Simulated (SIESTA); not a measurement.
The system is TaN.

```
CELL_PARAMETERS angstrom
0.00000 2.21132 2.21132
2.21132 0.00000 2.21132
2.21132 2.21132 0.00000
ATOMIC_POSITIONS crystal
Ta 0.50000 0.50000 0.50000
N 0.00000 0.00000 0.00000
```

The cell comes from a database or a generator and needn't be the stable form of this composition.

Base run:

```yaml
Program: SIESTA 5.4.2
Functional: PBEsol
Potentials_or_basis: PseudoDojo 0.4 standard (PBEsol files)
Basis: DZP (energy shift 0.003 Ry; two zetas on semicore shells)
Grid_cutoff: 800 Ry
Energy_shift: 0.003 Ry
k_mesh: 10 × 10 × 10
Occupations: fermi-dirac, width 0.05 eV
Spin: no spin polarisation
```

Its results: band gap on the k mesh none (metal or under the smearing width); pressure -4.7 GPa.

The run is repeated on the same cell with these changes: functional from PBEsol to PBE; potentials or basis from PseudoDojo 0.4 standard (PBEsol files) to PseudoDojo 0.4 standard (PBE files). What comes out?

Band gap on the k mesh none (metal or under the smearing width); pressure 5.1 GPa.

Caveats: short orbitals over semicore shells can move pressures by several GPa; the basis of atomic orbitals isn't converged, which shifts pressures, moduli and gaps.
